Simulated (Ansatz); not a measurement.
# C: squeezing one contact

How do energy and force answer when the C1–C2 bond of C is squeezed or stretched? The runs shown use PAW. Its runs: shortest bond scaled by 1 (PAW); shortest bond scaled by 0.88 (PAW); shortest bond scaled by 0.82 (PAW); shortest bond scaled by 0.64 (PAW); shortest bond scaled by 0.58 (PAW and PAW (cutoff 1000 eV)).

Computed with Ansatz 0.2.0 (DFT, PBE, PAW with Ansatz's default frozen-core files, scalar-relativistic, unless a step's input says otherwise).

### 1 The structure to begin with

The structure is hexagonal, space group P6_3/mmc (No. 194). The conventional cell has a = 2.100 Å, b = 2.100 Å, c = 3.403 Å, α = 90.00°, β = 90.00°, γ = 120.00°. C (site symmetry -6m2) has 12 C at 2.09 to 2.10 Å as nearest neighbours.

Structure file:

```cif
data_structure
_symmetry_space_group_name_H-M 'P6_3/mmc'
_symmetry_Int_Tables_number 194
_cell_length_a 2.1004
_cell_length_b 2.1004
_cell_length_c 3.4026
_cell_angle_alpha 90.000
_cell_angle_beta 90.000
_cell_angle_gamma 120.000
_cell_volume 13.00
loop_
_atom_site_label
_atom_site_type_symbol
_atom_site_symmetry_multiplicity
_atom_site_Wyckoff_symbol
_atom_site_fract_x
_atom_site_fract_y
_atom_site_fract_z
_atom_site_occupancy
C1 C 2 c 0.33333 0.66667 0.25000 1
```

The file gives the conventional cell by its symmetry; the runs use the cell typed in the input.

Atoms are numbered in the order of the input: C1, C2.

### 2 Shortest bond scaled by 1, PAW

input.yaml

```yaml
crystal:
  lattice:
    - [2.1003865828, 0.0, 0.0]
    - [-1.0501932914, 1.8189881384, 0.0]
    - [0.0, 0.0, 3.4026262641]
  atoms:
    - { symbol: C, position: [0.3333333333, 0.6666666667, 0.25] }
    - { symbol: C, position: [0.6666666667, 0.3333333333, 0.75] }
kpoints:
  mp_grid: { grid: [16, 16, 9] }
scf:
  occupations: { method: fermi_dirac, width: 0.05 }
hamiltonian:
  xc: pbe
  pseudopotentials: { kind: paw }
output:
  forces: true
  stress: true
  eigenvalues: true
  efg: { contact_densities: true }
  populations: true
```

Command:

```bash
$ ansatz run input.yaml --threads 1 --pin off --max-ram 2048MiB --backend cpu --events-out ev --progress --plain --runs-dir out
```

The program printed (excerpt; [...] marks lines left out):

```text
[...]
Pseudopotentials: kind: paw
Pseudopotential: C, paw, valence charge 4, recommended cutoff 420 eV (normal)
Functional definition: PBE
[...]
Crystal: 2 atoms, lattice volume = 13.000 Å³
Basis set: ecut = 420 eV, 251 PW (Γ), exchange–correlation on 30×30×48 points (8 copies of the dense FFT grid, shifted against one another)
Bands: 8, of which v1, the nominal top of the filled ones, is band 4 counted from 1 (3 counted from 0)
Symmetry: 24 space group operations
Space group: P63/mmc (ITA 194), of the structure as read, at distance tolerance 2.4e-5 Å
k-points: 150 of 2304
[...]
SCF iter   1: F=—  HF=-492.848590 eV  |F-HF|=—  |Δ(HF+E_count)|=         —  Δρ=5.47e-3  dr2=1.41e-3  ethr=1.77e-3  ⟨swp⟩=4.4  Hψ=7504  notcnv=0
[...]
SCF iter   6: F=-492.848967 eV  HF=-492.848967 eV  |F-HF|=1.08e-12  |Δ(HF+E_count)|=  6.68e-11  Δρ=1.94e-7  dr2=2.92e-12  ethr=4.11e-12  ⟨swp⟩=1.5  Hψ=3971  notcnv=0
[...]
SCF converged after 6 iterations
Free energy (F): -492.848967 eV
[...]
E sigma→0 (E₀):  -492.846428 eV
Entropy (-TS):   -0.005076 eV (-2.538 meV/atom)
Fermi energy:    12.286053 eV
[...]
--- Forces (eV/Å), atoms counted from 1 ---
  atom   1  C     -0.00000000    -0.00000000     0.00000000
  atom   2  C      0.00000000     0.00000000     0.00000000
[...]
--- Stress (GPa, compression-positive) ---
       10.670458       0.000000       0.000000
        0.000000      10.670458       0.000000
        0.000000       0.000000      15.983833
  P = ⅓ Tr σ = 12.4416 GPa (124.416 kbar)
--- PAW observables at the nuclei: V_zz in 10²¹ V/m², potentials from the cell's mean, atoms counted from 1 ---
  atom   1  C  V_zz =    -0.255076   η = 0.0000   by run symmetry: allowed
            electrostatic potential = -416.557778 V   contact ρ = 877.622772 e/Å³
  atom   2  C  V_zz =    -0.255076   η = 0.0000   by run symmetry: allowed
            electrostatic potential = -416.557778 V   contact ρ = 877.622772 e/Å³
--- Band table (eV; the first three rows and the last of 150) ---
  k-point 0: bands = ["-7.9882", "2.5876", "2.7206", "19.1643", "19.1643", "21.1635", "21.1635", "21.4709"]
[...]
--- Löwdin populations: 2 sites ---
  site symbol       q [e]
     0      C      3.9768
     1      C      3.9768
  spilling = 0.005808 (of n_electrons = 8.000000)
```

It took 0.63 s on 1 thread of AMD EPYC 9R45 (Zen 5), shared host; peak memory 0.36 GiB.

This run gives: pressure 12.44 GPa; no gap; Vzz C1 -0.26 (η = 0.00) (10²¹ V/m²).

### 3 Shortest bond scaled by 0.88, PAW

Changes to input.yaml since step 2:

```diff
@@ -6,4 +6,4 @@
   atoms:
-    - { symbol: C, position: [0.3333333333, 0.6666666667, 0.25] }
-    - { symbol: C, position: [0.6666666667, 0.3333333333, 0.75] }
+    - { symbol: C, position: [0.2933333333, 0.6466666667, 0.22] }
+    - { symbol: C, position: [0.7066666667, 0.3533333333, 0.78] }
 kpoints:
```

Command:

```bash
$ ansatz run input.yaml --threads 1 --pin off --max-ram 2048MiB --backend cpu --events-out ev --progress --plain --runs-dir out
```

The program printed (excerpt; [...] marks lines left out):

```text
[...]
[... 3 set-up lines as earlier in the session ...]
[...]
Crystal: 2 atoms, lattice volume = 13.000 Å³
Basis set: ecut = 420 eV, 251 PW (Γ), exchange–correlation on 30×30×48 points (8 copies of the dense FFT grid, shifted against one another)
Bands: 8, of which v1, the nominal top of the filled ones, is band 4 counted from 1 (3 counted from 0)
Symmetry: 4 space group operations
Space group: C2/m (ITA 12), of the structure as read, at distance tolerance 2.4e-5 Å
k-points: 617 of 2304
[...]
SCF iter   1: F=—  HF=-493.061998 eV  |F-HF|=—  |Δ(HF+E_count)|=         —  Δρ=5.93e-3  dr2=2.18e-3  ethr=1.77e-3  ⟨swp⟩=4.5  Hψ=31120  notcnv=0
[...]
SCF iter   6: F=-493.062140 eV  HF=-493.062140 eV  |F-HF|=5.70e-8  |Δ(HF+E_count)|=   2.23e-7  Δρ=1.82e-5  dr2=7.00e-8  ethr=1.25e-9  ⟨swp⟩=3.2  Hψ=18051  notcnv=0
[...]
  atom   2  C      1.10738340     0.63934810     1.06830375
[...]
--- Stress (GPa, compression-positive) ---
       17.520110      -1.660083      -3.780669
       -1.660083      19.437009      -2.182770
       -3.780665      -2.182768       3.653420
  P = ⅓ Tr σ = 13.5368 GPa (135.368 kbar)
--- PAW observables at the nuclei: V_zz in 10²¹ V/m², potentials from the cell's mean, atoms counted from 1 ---
  atom   1  C  V_zz =    -0.986013   η = 0.5783   by run symmetry: allowed
            electrostatic potential = -416.473235 V   contact ρ = 877.027323 e/Å³
  atom   2  C  V_zz =    -0.986013   η = 0.5783   by run symmetry: allowed
            electrostatic potential = -416.473235 V   contact ρ = 877.027323 e/Å³
--- Band table (eV; the first three rows and the last of 617) ---
  k-point 0: bands = ["-8.4432", "2.7439", "2.8477", "18.4523", "19.3601", "20.5885", "21.4621", "22.3407"]
[...]
--- Löwdin populations: 2 sites ---
  site symbol       q [e]
     0      C      3.9747
     1      C      3.9747
  spilling = 0.006314 (of n_electrons = 8.000000)
```

Wall time 2 s (1 thread of AMD EPYC 9R45 (Zen 5), shared host); peak memory 0.43 GiB.

In short: pressure 13.54 GPa; no gap; largest force 1.666 eV/Å; Vzz C1 -0.99 (η = 0.58) (10²¹ V/m²).

### 4 Shortest bond scaled by 0.82, PAW

Changes to input.yaml since step 3:

```diff
@@ -6,4 +6,4 @@
   atoms:
-    - { symbol: C, position: [0.2933333333, 0.6466666667, 0.22] }
-    - { symbol: C, position: [0.7066666667, 0.3533333333, 0.78] }
+    - { symbol: C, position: [0.2733333333, 0.6366666667, 0.205] }
+    - { symbol: C, position: [0.7266666667, 0.3633333333, 0.795] }
 kpoints:
```

Command:

```bash
$ ansatz run input.yaml --threads 1 --pin off --max-ram 2048MiB --backend cpu --events-out ev --progress --plain --runs-dir out
```

The program printed (excerpt; [...] marks lines left out):

```text
[...]
[... 3 set-up lines as earlier in the session ...]
[...]
Crystal: 2 atoms, lattice volume = 13.000 Å³
Basis set: ecut = 420 eV, 251 PW (Γ), exchange–correlation on 30×30×48 points (8 copies of the dense FFT grid, shifted against one another)
Bands: 8, of which v1, the nominal top of the filled ones, is band 4 counted from 1 (3 counted from 0)
[... 2 set-up lines as earlier in the session ...]
k-points: 617 of 2304
[...]
SCF iter   1: F=—  HF=-493.308434 eV  |F-HF|=—  |Δ(HF+E_count)|=         —  Δρ=7.69e-3  dr2=5.66e-3  ethr=1.77e-3  ⟨swp⟩=4.6  Hψ=31419  notcnv=0
[...]
SCF iter   6: F=-493.307484 eV  HF=-493.307484 eV  |F-HF|=4.71e-9  |Δ(HF+E_count)|=   1.14e-8  Δρ=5.87e-6  dr2=6.30e-9  ethr=7.51e-10  ⟨swp⟩=2.6  Hψ=17644  notcnv=0
[...]
  atom   2  C      1.46639234     0.84662201     1.54063792
[...]
--- Stress (GPa, compression-positive) ---
       27.201413       0.659380      -6.697648
        0.659380      26.440026      -3.866889
       -6.697647      -3.866888      -2.310089
  P = ⅓ Tr σ = 17.1104 GPa (171.104 kbar)
--- PAW observables at the nuclei: V_zz in 10²¹ V/m², potentials from the cell's mean, atoms counted from 1 ---
  atom   1  C  V_zz =    -1.948306   η = 0.3897   by run symmetry: allowed
            electrostatic potential = -416.421635 V   contact ρ = 876.414182 e/Å³
  atom   2  C  V_zz =    -1.948306   η = 0.3897   by run symmetry: allowed
            electrostatic potential = -416.421635 V   contact ρ = 876.414182 e/Å³
--- Band table (eV; the first three rows and the last of 617) ---
  k-point 0: bands = ["-8.9515", "2.7608", "3.1191", "17.8752", "19.3866", "20.1500", "21.4437", "23.5541"]
[...]
--- Löwdin populations: 2 sites ---
  site symbol       q [e]
     0      C      3.9723
     1      C      3.9723
  spilling = 0.006923 (of n_electrons = 8.000000)
```

It took 1.9 s on 1 thread of AMD EPYC 9R45 (Zen 5), shared host; peak memory 0.43 GiB.

In short: pressure 17.11 GPa; no gap; largest force 2.289 eV/Å; Vzz C1 -1.95 (η = 0.39) (10²¹ V/m²).

### 5 Shortest bond scaled by 0.64, PAW

Changes to input.yaml since step 4:

```diff
@@ -6,4 +6,4 @@
   atoms:
-    - { symbol: C, position: [0.2733333333, 0.6366666667, 0.205] }
-    - { symbol: C, position: [0.7266666667, 0.3633333333, 0.795] }
+    - { symbol: C, position: [0.2133333333, 0.6066666667, 0.16] }
+    - { symbol: C, position: [0.7866666667, 0.3933333333, 0.84] }
 kpoints:
@@ -21 +21,5 @@
   populations: true
+  write_density: true
+  write_potential: true
+  elf: true
+  volumetric_format: npy
```

Command:

```bash
$ ansatz run input.yaml --threads 1 --pin off --max-ram 2048MiB --backend cpu --events-out ev --progress --plain --runs-dir out
```

The program printed (excerpt; [...] marks lines left out):

```text
[...]
[... 3 set-up lines as earlier in the session ...]
[...]
Crystal: 2 atoms, lattice volume = 13.000 Å³
Basis set: ecut = 420 eV, 251 PW (Γ), exchange–correlation on 30×30×48 points (8 copies of the dense FFT grid, shifted against one another)
Bands: 8, of which v1, the nominal top of the filled ones, is band 4 counted from 1 (3 counted from 0)
[... 2 set-up lines as earlier in the session ...]
k-points: 617 of 2304
[...]
SCF iter   1: F=—  HF=-493.727372 eV  |F-HF|=—  |Δ(HF+E_count)|=         —  Δρ=1.21e-2  dr2=9.24e-3  ethr=1.77e-3  ⟨swp⟩=4.8  Hψ=32696  notcnv=0
[...]
SCF iter   6: F=-493.728131 eV  HF=-493.728131 eV  |F-HF|=9.29e-10  |Δ(HF+E_count)|=   2.79e-8  Δρ=4.47e-6  dr2=2.05e-9  ethr=3.03e-10  ⟨swp⟩=5.8  Hψ=26384  notcnv=0
[...]
  atom   2  C     -1.10026623    -0.63523900    -2.52367679
[...]
--- Stress (GPa, compression-positive) ---
       84.769854       9.599683      29.296820
        9.599683      73.685096      16.914527
       29.296813      16.914523      38.389593
  P = ⅓ Tr σ = 65.6148 GPa (656.148 kbar)
--- PAW observables at the nuclei: V_zz in 10²¹ V/m², potentials from the cell's mean, atoms counted from 1 ---
  atom   1  C  V_zz =    -6.238273   η = 0.1527   by run symmetry: allowed
            electrostatic potential = -416.625131 V   contact ρ = 874.195550 e/Å³
  atom   2  C  V_zz =    -6.238273   η = 0.1527   by run symmetry: allowed
            electrostatic potential = -416.625131 V   contact ρ = 874.195550 e/Å³
--- Band table (eV; the first three rows and the last of 617) ---
  k-point 0: bands = ["-11.1221", "2.6584", "3.9541", "15.6123", "17.5513", "19.9490", "19.9655", "31.3983"]
[...]
--- Löwdin populations: 2 sites ---
  site symbol       q [e]
     0      C      3.9597
     1      C      3.9597
  spilling = 0.010074 (of n_electrons = 8.000000)
```

It took 2.1 s on 1 thread of AMD EPYC 9R45 (Zen 5), shared host; peak memory 0.43 GiB.

Result: pressure 65.61 GPa; no gap; largest force 2.825 eV/Å; Vzz C1 -6.24 (η = 0.15) (10²¹ V/m²).

The fields are shown in the conventional cell of this run's space group, carried over from its grid by interpolation.

Density in a lattice plane of the grid's cell (edges 3.64 and 3.40 Å, at 0.500 of the third edge), which holds C.

Values in e/Å³, 12 rows by 12 columns:
```
2.19 1.40 0.79 0.54 0.47 0.41 0.36 0.37 0.57 1.03 1.46 2.08
1.56 0.93 0.50 0.40 0.44 0.43 0.36 0.36 0.61 1.26 1.64 1.63
1.17 0.62 0.33 0.30 0.36 0.36 0.30 0.30 0.51 1.12 1.80 1.69
0.74 0.37 0.21 0.19 0.23 0.24 0.21 0.20 0.32 0.65 1.09 1.13
0.38 0.24 0.16 0.14 0.14 0.14 0.13 0.13 0.18 0.30 0.46 0.50
0.25 0.24 0.19 0.15 0.11 0.10 0.10 0.10 0.11 0.15 0.19 0.24
0.38 0.50 0.46 0.30 0.18 0.13 0.13 0.14 0.14 0.14 0.16 0.24
0.74 1.13 1.09 0.65 0.32 0.20 0.21 0.24 0.23 0.19 0.21 0.37
1.17 1.69 1.80 1.12 0.51 0.30 0.30 0.36 0.36 0.30 0.33 0.62
1.56 1.63 1.64 1.26 0.61 0.36 0.36 0.43 0.44 0.40 0.50 0.93
2.19 2.08 1.46 1.03 0.57 0.37 0.36 0.41 0.47 0.54 0.79 1.40
2.44 1.97 1.23 0.75 0.50 0.38 0.35 0.38 0.50 0.75 1.23 1.97
```
Columns run along the first of these edges and rows up along the second, over one cell in 12 and 12 even steps from the bottom left corner. Atoms in the plane (fractional): C at (0.11, 0.16), C at (0.89, 0.84).

ELF in the same plane.

Ten even steps from ' ' (0.04) to '@' (0.93):
```
@@@@%%##++==--::::::....    ..::--==++======**%%
##%%##**==--::::::::::........::==****--..  ::==
==****==::::::::::--::::......--++####++::    ..
++++++--::....::------::::..::--**%%@@%%**==----
##**++::......::::----::::....--++%%@@@@@@@@%%##
%%##==::      ....::::::......::==##@@@@@@@@@@@@
##++--..          ......      ..::++##@@@@@@@@@@
==--....                          ..--++**##****
::::::::::..                          ..::::::::
==****##**++--..                          ....--
##@@@@@@@@@@##++::..      ......          ..--++
%%@@@@@@@@@@@@##==::......::::::....      ::==##
####%%@@@@@@@@%%++--....::::----::::......::++**
++----==**%%@@%%**--::..::::------::....::--++++
==..    ::++####++--......::::--::::::::::==****
##==::  ..--****==::........::::::::::--==**##%%
@@%%**======++==--::..    ....::::::--==++##%%@@
@@@@@@##**++==--::....      ....::--==++**##@@@@
```
Columns run along the first of these edges and rows up along the second, over one cell in 24 and 18 even steps from the bottom left corner. Atoms in the plane (fractional): C at (0.11, 0.16), C at (0.89, 0.84).

Both are smooth fields of the valence electrons: close to the nuclei they are not physical.

The highest ELF values outside the cores: 0.93 on the C–C line, 0.7 Å from C.

### 6 Shortest bond scaled by 0.58, PAW

input.yaml

```yaml
crystal:
  lattice:
    - [2.1003865828, 0.0, 0.0]
    - [-1.0501932914, 1.8189881384, 0.0]
    - [0.0, 0.0, 3.4026262641]
  atoms:
    - { symbol: C, position: [0.1933333333, 0.5966666667, 0.145] }
    - { symbol: C, position: [0.8066666667, 0.4033333333, 0.855] }
kpoints:
  mp_grid: { grid: [16, 16, 9] }
scf:
  occupations: { method: fermi_dirac, width: 0.05 }
hamiltonian:
  xc: pbe
  pseudopotentials: { kind: paw }
output:
  forces: true
  stress: true
  eigenvalues: true
  efg: { contact_densities: true }
  populations: true
```

Command:

```bash
$ ansatz run input.yaml --threads 1 --pin off --max-ram 2048MiB --backend cpu --events-out ev --progress --plain --runs-dir out
```

The program printed (excerpt; [...] marks lines left out):

```text
[...]
[... 3 set-up lines as earlier in the session ...]
[...]
Crystal: 2 atoms, lattice volume = 13.000 Å³
Basis set: ecut = 420 eV, 251 PW (Γ), exchange–correlation on 30×30×48 points (8 copies of the dense FFT grid, shifted against one another)
Bands: 8, of which v1, the nominal top of the filled ones, is band 4 counted from 1 (3 counted from 0)
[... 2 set-up lines as earlier in the session ...]
k-points: 617 of 2304
[...]
SCF iter   1: F=—  HF=-492.928385 eV  |F-HF|=—  |Δ(HF+E_count)|=         —  Δρ=1.37e-2  dr2=1.47e-2  ethr=1.77e-3  ⟨swp⟩=5.2  Hψ=33943  notcnv=0
[...]
SCF iter   6: F=-492.931185 eV  HF=-492.931185 eV  |F-HF|=1.12e-10  |Δ(HF+E_count)|=   1.37e-8  Δρ=2.50e-6  dr2=5.95e-10  ethr=2.76e-10  ⟨swp⟩=2.9  Hψ=19468  notcnv=0
[...]
  atom   2  C     -5.68568607    -3.28263238    -8.65635293
[...]
--- Stress (GPa, compression-positive) ---
      123.919797      13.213973      80.647126
       13.213973     108.661615      46.561640
       80.647113      46.561632     104.215896
  P = ⅓ Tr σ = 112.2658 GPa (1122.658 kbar)
--- PAW observables at the nuclei: V_zz in 10²¹ V/m², potentials from the cell's mean, atoms counted from 1 ---
  atom   1  C  V_zz =    -7.190844   η = 0.1920   by run symmetry: allowed
            electrostatic potential = -417.047023 V   contact ρ = 873.797138 e/Å³
  atom   2  C  V_zz =    -7.190844   η = 0.1920   by run symmetry: allowed
            electrostatic potential = -417.047023 V   contact ρ = 873.797138 e/Å³
--- Band table (eV; the first three rows and the last of 617) ---
  k-point 0: bands = ["-11.8343", "2.5334", "4.0354", "15.0072", "16.1686", "18.8269", "20.5911", "31.1486"]
[...]
--- Löwdin populations: 2 sites ---
  site symbol       q [e]
     0      C      3.9540
     1      C      3.9540
  spilling = 0.011512 (of n_electrons = 8.000000)
```

It took 2.1 s on 1 thread of AMD EPYC 9R45 (Zen 5), shared host; peak memory 0.43 GiB.

Result: pressure 112.27 GPa; no gap; largest force 10.864 eV/Å; Vzz C1 -7.19 (η = 0.19) (10²¹ V/m²).

### 7 Shortest bond scaled by 0.58, PAW (cutoff 1000 eV)

Changes to input.yaml since step 6:

```diff
@@ -19,3 +19,3 @@
   eigenvalues: true
-  efg: { contact_densities: true }
-  populations: true
+basis:
+  ecutwfc: 1000
```

Command:

```bash
$ ansatz run input.yaml --threads 1 --pin off --max-ram 2048MiB --backend cpu --events-out ev --progress --plain --runs-dir out
```

The program printed (excerpt; [...] marks lines left out):

```text
[...]
[... 3 set-up lines as earlier in the session ...]
[...]
Crystal: 2 atoms, lattice volume = 13.000 Å³
Basis set: ecut = 1000 eV, 941 PW (Γ), exchange–correlation on 48×48×72 points (8 copies of the dense FFT grid, shifted against one another)
Bands: 8, of which v1, the nominal top of the filled ones, is band 4 counted from 1 (3 counted from 0)
[... 2 set-up lines as earlier in the session ...]
k-points: 617 of 2304
[...]
SCF iter   1: F=—  HF=-492.935357 eV  |F-HF|=—  |Δ(HF+E_count)|=         —  Δρ=1.39e-2  dr2=1.49e-2  ethr=1.77e-3  ⟨swp⟩=5.8  Hψ=35233  notcnv=0
[...]
SCF iter   6: F=-492.938088 eV  HF=-492.938088 eV  |F-HF|=4.84e-11  |Δ(HF+E_count)|=   1.36e-8  Δρ=2.53e-6  dr2=5.52e-10  ethr=2.82e-10  ⟨swp⟩=3.0  Hψ=19501  notcnv=0
[...]
SCF converged after 6 iterations
Free energy (F): -492.938088 eV
[...]
E sigma→0 (E₀):  -492.934302 eV
Entropy (-TS):   -0.007572 eV (-3.786 meV/atom)
Fermi energy:    10.853654 eV
[...]
--- Forces (eV/Å), atoms counted from 1 ---
  atom   1  C      5.68406168     3.28169454     8.64799973
  atom   2  C     -5.68406168    -3.28169454    -8.64799973
[...]
--- Stress (GPa, compression-positive) ---
      123.890334      13.198027      80.624309
       13.198027     108.650565      46.548466
       80.624295      46.548459     104.098421
  P = ⅓ Tr σ = 112.2131 GPa (1122.131 kbar)
--- Band table (eV; the first three rows and the last of 617) ---
  k-point 0: bands = ["-11.8333", "2.5333", "4.0350", "15.0038", "16.1635", "18.8206", "20.5871", "31.1446"]
[...]
```

It took 3.3 s on 1 thread of AMD EPYC 9R45 (Zen 5), shared host; peak memory 0.57 GiB.

In short: pressure 112.21 GPa; no gap; largest force 10.857 eV/Å.

### 8 All runs together

Force along the bond: half the difference of the two atoms' forces, positive where it pushes them apart.

```
              method  length (Å)  F from the given length (eV/cell)  force along the bond (eV/Å)  pressure (GPa)  largest force (eV/Å)
                 PAW       1.212                             -0.082                       10.860          112.27                10.864
                 PAW       1.337                             -0.879                        2.792           65.61                 2.825
                 PAW       1.713                             -0.459                       -2.237           17.11                 2.289
                 PAW       1.839                             -0.213                       -1.612           13.54                 1.666
                 PAW       2.089                              0.000                        0.000           12.44                 0.000
PAW (cutoff 1000 eV)       1.212                                  –                       10.852          112.21                10.857
```

### 9 Summary of results

```
                                                               quantity       value
                 force along the bond, positive apart, at 1.212 Å (PAW)  10.86 eV/Å
force along the bond, positive apart, at 1.212 Å (PAW (cutoff 1000 eV))  10.85 eV/Å
                                   length at zero force (straight line)      1.55 Å
```

What this shows: At 1.21 Å the force along the bond is 10.86 eV/Å by PAW, and the energy stands -0.08 eV over the given length. A straight line between 1.34 and 1.71 Å puts zero force near 1.55 Å, a rough figure over so wide a step. With two atoms in the cell whole sublattices move, so the other contacts between the two sublattices change too; at scales over 1 some of them become the shortest.
